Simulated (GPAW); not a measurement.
Runs of GPAW 26.7.0 on Pd. Symmetry: Fm-3m, No. 225, cubic system. The conventional cell has a = 3.893 Å, b = 3.893 Å, c = 3.893 Å, α = 90.00°, β = 90.00°, γ = 90.00°. Around Pd (site symmetry m-3m) lie 12 Pd at 2.75 Å. 

```csv
potentials or basis,cutoff (eV),data set,V0 of scaled cells (Å³/atom),B0 (GPa)
"GPAW PAW data sets (gpaw-data 1.2.1), pw",600,-,15.31,168
"JTH PAW 2.0, PBE, pw",600,Pd jth,15.28,(b)
"SG15 ONCV 1.2, pw",1100,-,15.33,(a)
"PAW data sets generated in the run's folder for this functional, pw",600,-,15.31,168
"GPAW PAW data sets (gpaw-data 1.2.1), other valence, pw",600,Pd 10,15.41,167
```

Alike in all rows: task equation of state; level PBE; no spin polarisation; cell as given; k mesh 12 × 12 × 12; smearing fermi-dirac 0.05 eV.

Q: Fill in the values left out.

A: (a) 161; (b) 166.

Caveats: the program truncates these outside data sets (some runs).
